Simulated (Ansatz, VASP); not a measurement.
One calculation of BaZrO3, two programs

Contents of INCAR:

```
PREC = Accurate
ENCUT = 520
EDIFF = 1E-6
ISMEAR = 0
SIGMA = 0.1
LREAL = False
LASPH = True
NELM = 100
ALGO = Fast
ISIF = 2
LWAVE = False
LCHARG = False
GGA = PE
NBANDS = 28
```

File KPOINTS:

```
regular mesh
0
Gamma
  4 4 4
```

Contents of POSCAR:

```
BaZrO3
1.0
    4.2123871500      0.0000000000      0.0000000000
    0.0000000000      4.2123871500      0.0000000000
    0.0000000000      0.0000000000      4.2123871500
Ba Zr O
1 1 3
Direct
    0.0000000000      0.0000000000      0.0000000000
    0.5000000000      0.5000000000      0.5000000000
    0.5000000000      0.5000000000      0.0000000000
    0.5000000000      0.0000000000      0.5000000000
    0.0000000000      0.5000000000      0.5000000000
```

Input for Ansatz:

```yaml
crystal:
  lattice:
    - [4.21238715, 0.0, 0.0]
    - [0.0, 4.21238715, 0.0]
    - [0.0, 0.0, 4.21238715]
  atoms:
    - { symbol: Ba, position: [0.0, 0.0, 0.0] }
    - { symbol: Zr, position: [0.5, 0.5, 0.5] }
    - { symbol: O, position: [0.5, 0.5, 0.0] }
    - { symbol: O, position: [0.5, 0.0, 0.5] }
    - { symbol: O, position: [0.0, 0.5, 0.5] }
basis:
  ecutwfc: 420
kpoints:
  mp_grid: { grid: [4, 4, 4] }
hamiltonian:
  xc: pbe
  pseudopotentials: { kind: paw }
scf:
  occupations: { method: gaussian, width: 0.1 }
output:
  forces: true
  stress: true
  eigenvalues: true
```

The cell was built by a generator and isn't the measured one.

Alike in both runs: task single point; functional PBE; k mesh 4 × 4 × 4; occupations gaussian, width 0.1 eV; no spin polarisation.

```csv
,VASP,Ansatz
version,VASP 6.6.1,Ansatz 0.2.0
potentials or method,"VASP PAW PBE potentials, release 64 (Ba_sv, Zr_sv, O)","scalar-relativistic, plane waves, PAW"
plane-wave cutoff (eV),520,420
valence electrons in the cell,40,40
```

|  | VASP | Ansatz | Ansatz less VASP |
| --- | --- | --- | --- |
| gap on the k mesh at the Fermi level (eV) | 3.15 | 3.20 | +0.049 |
| least direct gap on the mesh (eV) | 3.39 | 3.41 | +0.022 |
| pressure (GPa) | 2.6 | 1.6 | -0.99 |

Caveats: spin-orbit coupling is left out, which moves the levels of the heavy elements. A k mesh can miss the band edges. PBE gaps usually lie below the measured ones, often by a third to a half.
